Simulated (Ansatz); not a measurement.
The system is NbP.

```xyz
4
Lattice="-1.6749 1.6749 5.7401 1.6749 -1.6749 5.7401 1.6749 1.6749 -5.7401" Properties=species:S:1:pos:R:3 pbc="T T T"
Nb    1.6749    0.0000    2.8687
Nb    0.0000    0.0000    5.7387
P     0.0000    1.6749    3.8200
P     0.0000    0.0000    0.9500
```

The cell is a database's computed one.

* Program: Ansatz 0.2.0
* Task: relaxation of cell and atoms
* Functional: PBEsol
* Potentials or basis: Ansatz PAW
* Cutoff: 420 eV (not typed: the program's choice for these potentials)
* k mesh: 11 × 11 × 11
* Occupations: fermi-dirac, width 0.05 eV
* Spin: no spin polarisation

At the start: volume 16.10 Å³/atom.

Question: Where does the relaxation end?

Answer: It ends after 5 steps and the volume is 15.56 Å³/atom (-3.4 %); space group I4_1md (No. 109, to 0.05 Å).

The path:
| step | energy change (eV) | largest force (eV/Å) | volume (Å³) |
| --- | --- | --- | --- |
| 1 | 0.0000 | 0.0173 | 64.41 |
| 2 | -0.0205 | 0.0127 | 60.73 |
| 3 | -0.0452 | 0.0019 | 62.32 |
| 4 | -0.0453 | 0.0018 | 62.24 |
| 5 | -0.0450 | 0.0018 | 62.24 |

Final structure:
```
Nb P
1.0
    -1.66017    1.66017    5.64575
     1.66017   -1.66017    5.64575
     1.66017    1.66017   -5.64575
Nb P
2 2
Direct
  0.25019 0.75019 0.50000
  0.50019 0.50019 0.00000
  0.83244 0.33244 0.50000
  0.08244 0.08244 0.00000
```

Caveat: the plane-wave basis is chosen anew once the cell has moved, so the energies of steps on either side of that aren't comparable; the PAW data sets come from PBE, with cores solved anew for the run's functional, which leaves a small shift of forces and pressure.
